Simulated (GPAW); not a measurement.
# Sb (R-3m) in GPAW: notebook

The runs below take Sb through single point, with PBE.

Everything below comes from runs of GPAW 26.7.0. Logs are shortened: lines on timing, memory, paths and dates and some standing lists are left out, and cuts for length are marked. The log counts tension as positive stress, the text compression.

## Step 1: Starting point

The structure is trigonal, space group R-3m (No. 166). Conventional cell: a = 4.308 Å, b = 4.308 Å, c = 11.274 Å, α = 90.00°, β = 90.00°, γ = 120.00°. Sb (site symmetry 3m) is surrounded by 3 Sb at 2.91 Å.

## Step 2: Single point, PBE

Input file run.py:

```python
from ase import Atoms
from ase.dft.bandgap import bandgap
from ase.io import write
from ase.units import Bohr, GPa
from gpaw import GPAW, PW
from gpaw.elf import elf_from_dft_calculation

atoms = Atoms(['Sb', 'Sb'],
              cell=[[2.1542, 1.2437279499, 3.758],
                    [-2.1542, 1.2437279499, 3.758],
                    [0.0, -2.4874558998, 3.758]],
              scaled_positions=[[0.76651, 0.76651, 0.76651],
                                [0.23349, 0.23349, 0.23349]],
              pbc=True)

calc = GPAW(mode=PW(600),
            xc='PBE',
            kpts={'size': (8, 8, 8), 'gamma': True},
            occupations={'name': 'methfessel-paxton', 'order': 0, 'width': 0.02},
            nbands=25,
            convergence={'density': 1e-05, 'energy': 1e-05},
            maxiter=150,
            txt='gpaw.txt')
atoms.calc = calc
energy = atoms.get_potential_energy()
forces = atoms.get_forces()
stress = atoms.get_stress()
calc.write('gs.gpw')
write('result.traj', atoms)
print(f'Energy: {energy:.6f} eV')
print('Forces (eV/A):')
print(forces.round(4))
print('Stress (GPa):', (stress / GPa).round(3))
print('Fermi level:', round(calc.get_fermi_level(), 4), 'eV')
print(f'Gap: {bandgap(calc)[0]:.4f} eV, direct: {bandgap(calc, direct=True)[0]:.4f} eV')

# fields on the real-space grid
write('density.cube', atoms, data=calc.get_pseudo_density() * Bohr**3)
write('potential.cube', atoms, data=calc.get_electrostatic_potential())
write('elf.cube', atoms, data=elf_from_dft_calculation(calc).data)
```

Potentials or basis: GPAW PAW data sets (gpaw-data 1.2.1), pw.

Command:

```
$ OMP_NUM_THREADS=1 python run.py
```

gpaw.txt:

```text
__  _  _
 | _ |_)|_||  |
 |__||  | ||/\| - 26.7.0

Input parameters:
  mode=PW(ecut=600.0),
  convergence={'density': 1e-05, 'energy': 1e-05},
  kpts=MonkhorstPack(size=(8, 8, 8), gamma=True),
  maxiter=150,
  nbands=25,
  occupations=Occupations(name='methfessel-paxton', order=0, width=0.02),
  xc=XC(name='PBE')

Diagonalizing LCAO Hamiltonian
Converting LCAO to pw mode

       Sb

       Sb

Atoms  # Å, Bohr magnetons
|   | symbol |         x |         y |        z |    initial magnetic moments |
|---|--------|-----------|-----------|----------|-----------------------------|
| 0 |     Sb |  0.000000 | -0.000000 | 8.641634 | ( 0.0000,  0.0000,  0.0000) |
| 1 |     Sb | -0.000000 | -0.000000 | 2.632366 | ( 0.0000,  0.0000,  0.0000) |

Unit cell  # Å
| periodic |         x |         y |        z |  lengths |    angles |
|----------|-----------|-----------|----------|----------|-----------|
|      yes |  2.154200 |  1.243728 | 3.758000 | 4.506662 | 57.110173 |
|      yes | -2.154200 |  1.243728 | 3.758000 | 4.506662 | 57.110173 |
|      yes |  0.000000 | -2.487456 | 3.758000 | 4.506662 | 57.110173 |

Number of symmetries: 12
Symmetry operations  # r_c * U_cc + t_c -> r_c
|    | kind |            matrix            |
|----|------|------------------------------|
|  0 |  E   |  1, 0, 0,  0, 1, 0,  0, 0, 1 |
|  1 |  σ   |  1, 0, 0,  0, 0, 1,  0, 1, 0 |
|  2 |  σ   |  0, 1, 0,  1, 0, 0,  0, 0, 1 |
|  3 |  C3  |  0, 1, 0,  0, 0, 1,  1, 0, 0 |
|  4 |  C3  |  0, 0, 1,  1, 0, 0,  0, 1, 0 |
|  5 |  σ   |  0, 0, 1,  0, 1, 0,  1, 0, 0 |
|  6 |  C2  |  0, 0,-1,  0,-1, 0, -1, 0, 0 |
|  7 |  S6  |  0, 0,-1, -1, 0, 0,  0,-1, 0 |
|  8 |  S6  |  0,-1, 0,  0, 0,-1, -1, 0, 0 |
|  9 |  C2  |  0,-1, 0, -1, 0, 0,  0, 0,-1 |
| 10 |  C2  | -1, 0, 0,  0, 0,-1,  0,-1, 0 |
| 11 |  i   | -1, 0, 0,  0,-1, 0,  0, 0,-1 |

BZ-sampling:
  Number of BZ points: 512
  Number of IBZ points: 65

  Monkhorst-Pack size: [8, 8, 8]
  Monkhorst-Pack shift: [0.0625, 0.0625, 0.0625]

K-points  # in reciprocal-cell coordinates
|     |                                coordinates |     weight |
|-----|--------------------------------------------|------------|
|   0 | (  0.00000000,   0.00000000,   0.00000000) | 0.00195312 |
|   1 | (  0.12500000,   0.00000000,  -0.12500000) | 0.01171875 |
|   2 | (  0.12500000,   0.00000000,   0.00000000) | 0.01171875 |
|   3 | (  0.12500000,   0.12500000,  -0.12500000) | 0.01171875 |
|   4 | (  0.12500000,   0.12500000,   0.00000000) | 0.01171875 |
|   5 | (  0.12500000,   0.12500000,   0.12500000) | 0.00390625 |
|   6 | (  0.25000000,  -0.12500000,  -0.12500000) | 0.01171875 |
|   7 | (  0.25000000,   0.00000000,  -0.25000000) | 0.01171875 |
|   8 | (  0.25000000,   0.00000000,  -0.12500000) | 0.02343750 |
|   9 | (  0.25000000,   0.00000000,   0.00000000) | 0.01171875 |
| ... |                                            |            |
|  64 | (  0.50000000,   0.50000000,   0.50000000) | 0.00195312 |

Plane wave coefficients: 2032
Cutoff: 600.0 eV

Spin-components: 1 (collinear spins)
Bands:           25
Projectors:      12
Spin-degeneracy: 2
Datatype:        complex128

Parallelization:
  kpt:    1
  domain: 1
  band:   1

Density:
  Valence electrons: 30.0
  Components: 1
  Grid points: [27 27 27]
  Charge: 0.0  # |e|

Potential:
  Grid points: [27 27 27]

species:
  Sb:
    name:    Antimony
    Z:       51.0
    valence: 15
    core:    36
    charge:  0.0  # [|e|]
    compensation charges:
      type: gauss
      rc: 0.36  # [Å]
      lmax: 2
    cutoffs:
      filter: 2.23  # [Å]
      core: 2.23  # [Å]
    projectors
    | kind |    occ | energy [eV] | rcut [Å] |
    |------|--------|-------------|----------|
    |   5s |  2.000 |     -12.815 |    1.154 |
    |   5p |  3.000 |      -4.830 |    1.233 |
    |   4d | 10.000 |     -33.514 |    1.196 |
    |    s |        |      14.396 |    1.154 |
    |    p |        |      22.381 |    1.233 |
    |    d |        |      -6.303 |    1.196 |

    Using partial waves for Sb as LCAO basis

Reference energy: -352563.116496  # eV

eigensolver:
  PPCG
  Converge bands: occupied
  niter=2

density mixing:
  MSR1-Mixer
  Pratt-step length: 0.05
  Maximum mixing coefficient: 0.75
  Old densities: 10
  SVD Regularization: 0.005
  Good broyden scale: 1.0
  Trust region scale: 1.0
  Backstep threshold: 4.0
  History deletion threshold: 6.0
  Fourier metric: weight=20.0, sigma=0.015

occupation numbers:
  Methfessel-Paxton:
    width: 0.0200  # eV
    order: 0

poisson solver:
  ecut: 4800.0  # eV

xc functional:
  name: PBE with 2 nearest neighbor stencil

convergence criteria:
- Maximum integral of absolute [dens]ity change: 1e-05 electrons / valence electron
- Maximum [total energy] change in last 3 cyles: 1e-05 eV / valence electron
- Maximum integral of absolute [eigenst]ate change: 4e-08 eV^2 / valence electron
maximum number of iterations: 150

SCF iterations
|iter     | |      energy | eigst |  dens |
|---------|-|-------------|-------|-------|
|iter:   1| |   -8.797992 | +0.40 |       |
|iter:   2| |   -8.806090 | -1.95 | -1.68 |
|iter:   3| |   -8.807557 | -2.74 | -1.70 |
|iter:   4| |   -8.809139 | -3.29 | -2.21 |
|iter:   5| |   -8.809356 | -4.51 | -2.96 |
|iter:   6| |   -8.809392c| -5.56 | -3.45 |
|iter:   7| |   -8.809393c| -6.81 | -4.30 |
|iter:   8| |   -8.809393c| -7.52c| -4.80 |
|iter:   9| |   -8.809393c| -7.98c| -5.91c|

Converged in 9 steps
Energy contributions relative to reference atoms: (reference = -352563.116496)

Energy contributions:
  Kinetic:           2.392670
  Coulomb:          -3.515161
  Zero:              0.360588
  External:          0.000000
  Xc:               -8.047419
  Entropy:          -0.000141
  Spinorbit:         0.000000
  ----------------------------
  Free energy:      -8.809463
  Extrapolated:     -8.809393

dipole moment: (-0.000000, 0.000000, -0.000002)  # |e|*Ang

Fermi level: 7.034
Eigenvalues  # (at kpt = [0.000, 0.000, 0.000])
| band index |      eig [eV] | occ [0-2] |
|------------|---------------|-----------|
|          0 |       -22.529 |     2.000 |
|        ... |               |           |
|          7 |       -22.325 |     2.000 |
|          8 |       -22.249 |     2.000 |
|          9 |       -22.249 |     2.000 |
|         10 |        -5.767 |     2.000 |
|         11 |         2.141 |     2.000 |
|         12 |         4.866 |     2.000 |
|         13 |         5.133 |     2.000 |
|         14 |         5.133 |     2.000 |
|         15 |         9.010 |     0.000 |
|         16 |         9.630 |     0.000 |
|         17 |         9.630 |     0.000 |
|         18 |        12.086 |     0.000 |
|         19 |        12.086 |     0.000 |
|         20 |        12.218 |     0.000 |
|         21 |        13.564 |     0.000 |
|         22 |        13.977 |     0.000 |
|        ... |               |           |
|         24 |        14.679 |     0.000 |

No gap
No difference between direct/indirect transitions

Forces  # eV/Ang
|       x |       y |        z |
|---------|---------|----------|
| 0.00000 | 0.00000 | -0.12468 |  # Sb   0
| 0.00000 | 0.00000 |  0.12468 |  # Sb   1

Stress tensor  # eV/Ang^3
|         x |         y |         z |
|-----------|-----------|-----------|
| -0.016377 | -0.000000 | -0.000000 |
| -0.000000 | -0.016377 |  0.000000 |
| -0.000000 |  0.000000 | -0.012173 |

# Writing to gs.gpw (mode='')
```

Run time: 67 s. Hardware: 1 thread of Arm Neoverse V1, shared host; peak memory 0.22 GiB.

Results:

```yaml
Free_energy: -8.8095 eV
Pressure: 2.4 GPa
Largest_force: 0.125 eV/Å
Band_gap_on_the_k_mesh: none (metal or under the smearing width)
```

Forces in eV/Å, atoms in the order of the input:
```
Sb   0.000  0.000 -0.125
Sb   0.000  0.000  0.125
```

Levels at points of the mesh, in eV from the Fermi level:
| k point | band 13 | band 14 | band 15 | band 16 | band 17 | band 18 |
| --- | --- | --- | --- | --- | --- | --- |
| (0.00, 0.00, 0.00) | -2.17 | -1.90 | -1.90 | 1.98 | 2.60 | 2.60 |
| (0.50, 0.00, 0.00) | -2.04 | -1.93 | -0.39 | -0.30 | 0.10 | 0.40 |
| (0.50, 0.50, 0.00) | -5.53 | -3.85 | -3.76 | 1.44 | 4.83 | 5.42 |
| (0.50, 0.50, 0.50) | -1.42 | -1.42 | -0.56 | 0.03 | 0.03 | 1.02 |

## Step 3: Single point, PBE

Input file run.py:

```python
from ase.dft.bandgap import bandgap
from ase.io import read, write
from ase.units import GPa
from gpaw import GPAW, PW

atoms = read('POSCAR')

calc = GPAW(mode=PW(600),
            xc='PBE',
            kpts={'size': (8, 8, 8), 'gamma': True},
            occupations={'name': 'methfessel-paxton', 'order': 0, 'width': 0.020999999999999998},
            nbands=25,
            convergence={'density': 1e-05, 'energy': 1e-05},
            maxiter=150,
            txt='gpaw.txt')
atoms.calc = calc
energy = atoms.get_potential_energy()
forces = atoms.get_forces()
stress = atoms.get_stress()
calc.write('gs.gpw')
write('result.traj', atoms)
print(f'Energy: {energy:.6f} eV')
print('Forces (eV/A):')
print(forces.round(4))
print('Stress (GPa):', (stress / GPa).round(3))
print('Fermi level:', round(calc.get_fermi_level(), 4), 'eV')
print(f'Gap: {bandgap(calc)[0]:.4f} eV, direct: {bandgap(calc, direct=True)[0]:.4f} eV')
```

Input file POSCAR:

```
Sb
1.0
    2.1542000000      1.2437279499      3.7580000000
   -2.1542000000      1.2437279499      3.7580000000
    0.0000000000     -2.4874558998      3.7580000000
Sb
2
Direct
    0.7665100000      0.7665100000      0.7665100000
    0.2334900000      0.2334900000      0.2334900000
```

Potentials or basis: GPAW PAW data sets (gpaw-data 1.2.1), pw.

Command:

```
$ OMP_NUM_THREADS=1 python run.py
```

It took 67 s on 1 thread of Arm Neoverse V1, shared host; peak memory 0.22 GiB.

The run converged. Its results:

* Free energy: -8.8095 eV
* Pressure: 2.4 GPa
* Largest force: 0.125 eV/Å
* Band gap on the k mesh: none (metal or under the smearing width)

Forces on the atoms (eV/Å):
```
Sb   0.000  0.000 -0.125
Sb   0.000  0.000  0.125
```

Stress tensor (GPa, compression positive):
```
2.62 0.00 0.00
0.00 2.62 0.00
0.00 0.00 1.95
```

Levels at points of the mesh, in eV from the Fermi level:
| k point | band 12 | band 13 | band 14 | band 15 | band 16 | band 17 | band 18 | band 19 |
| --- | --- | --- | --- | --- | --- | --- | --- | --- |
| (0.00, 0.00, 0.00) | -4.89 | -2.17 | -1.90 | -1.90 | 1.98 | 2.60 | 2.60 | 5.05 |
| (0.50, 0.00, 0.00) | -9.72 | -2.04 | -1.93 | -0.39 | -0.30 | 0.10 | 0.40 | 7.53 |
| (0.50, 0.50, 0.00) | -8.08 | -5.53 | -3.85 | -3.76 | 1.44 | 4.83 | 5.42 | 6.83 |
| (0.50, 0.50, 0.50) | -9.07 | -1.42 | -1.42 | -0.56 | 0.03 | 0.03 | 1.02 | 6.94 |

The run has no spin-orbit coupling, so splittings on Sb are missing.

## Step 4: Single point, PBE

run.py: that of step 3 with these lines changed.

```diff
@@ -10,3 +10,3 @@
             kpts={'size': (8, 8, 8), 'gamma': True},
-            occupations={'name': 'methfessel-paxton', 'order': 0, 'width': 0.020999999999999998},
+            occupations={'name': 'methfessel-paxton', 'order': 0, 'width': 0.022},
             nbands=25,
```

POSCAR is that of step 3.

Command:

```
$ OMP_NUM_THREADS=1 python run.py
```

It took 67 s on 1 thread of Arm Neoverse V1, shared host; peak memory 0.22 GiB.

The run converged. Its results:

* Free energy: -8.8095 eV
* Pressure: 2.4 GPa
* Largest force: 0.125 eV/Å
* Band gap on the k mesh: none (metal or under the smearing width)

Forces on the atoms (eV/Å):
```
Sb   0.000  0.000 -0.125
Sb   0.000  0.000  0.125
```

Stress tensor (GPa, compression positive):
```
2.62 0.00 0.00
0.00 2.62 0.00
0.00 0.00 1.95
```

Levels at points of the mesh, in eV from the Fermi level:
| k point | band 13 | band 14 | band 15 | band 16 | band 17 | band 18 |
| --- | --- | --- | --- | --- | --- | --- |
| (0.00, 0.00, 0.00) | -2.17 | -1.90 | -1.90 | 1.98 | 2.60 | 2.60 |
| (0.50, 0.00, 0.00) | -2.04 | -1.93 | -0.39 | -0.30 | 0.10 | 0.40 |
| (0.50, 0.50, 0.00) | -5.53 | -3.85 | -3.76 | 1.44 | 4.83 | 5.42 |
| (0.50, 0.50, 0.50) | -1.42 | -1.42 | -0.56 | 0.03 | 0.03 | 1.02 |

## Step 5: Summary

```csv
smearing,gap on the mesh (eV),pressure (GPa),largest force (eV/Å)
gaussian 0.02 eV,none,2.4,0.12
gaussian 0.021 eV,none,2.4,0.12
gaussian 0.022 eV,none,2.4,0.12
```

Alike in all rows: task single point; level PBE; potentials or basis GPAW PAW data sets (gpaw-data 1.2.1), pw; no spin polarisation; cell as given; k mesh 8 × 8 × 8; cutoff (eV) 600.

Every run on the cell as given and a fine mesh finds a metal.

Absolute energies hang on the potentials; compare differences alone.
